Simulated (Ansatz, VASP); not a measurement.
**Pt in VASP and in Ansatz**

```xyz
2
Lattice="2.8148 0.0000 0.0000 -1.4074 2.4377 0.0000 0.0000 0.0000 4.8861" Properties=species:S:1:pos:R:3 pbc="T T T"
Pt    0.0000    1.6251    1.2215
Pt    1.4074    0.8126    3.6646
```

This isn't the form of Pt at room conditions, which is fcc.

Alike in both runs: task single point; functional r2SCAN; k mesh 11 × 11 × 6; occupations fermi-dirac, width 0.05 eV; no spin polarisation.

|  | VASP | Ansatz |
| --- | --- | --- |
| version | VASP 6.6.1 | Ansatz 0.2.0 |
| potentials or method | VASP PAW PBE potentials, release 64 (Pt) | Ansatz PAW |
| plane-wave cutoff (eV) | 520 | 500 |
| valence electrons in the cell | 20 | 36 |

VASP gave:

- gap on the k mesh at the Fermi level (eV): none
- pressure (GPa): -17.3
- largest component of the traceless stress (GPa): 1.48

Q: Estimate Ansatz's values.

A: gap on the k mesh at the Fermi level (eV): none; pressure (GPa): -17.6; largest component of the traceless stress (GPa): 1.67.

A gap of «none» marks a metal or a gap that the smearing closes. The two sets of potentials don't hold the same shells in valence.

Caveats: so large a pressure means that the cell lies far from this level's equilibrium, or that cutoff or potentials fall short (VASP); the potentials were made for another functional, which shifts forces and pressure (VASP); the PAW data sets come from PBE, with cores solved anew for the run's functional, which leaves a small shift of forces and pressure (Ansatz). Spin-orbit coupling is left out, which matters for the levels of Pt.
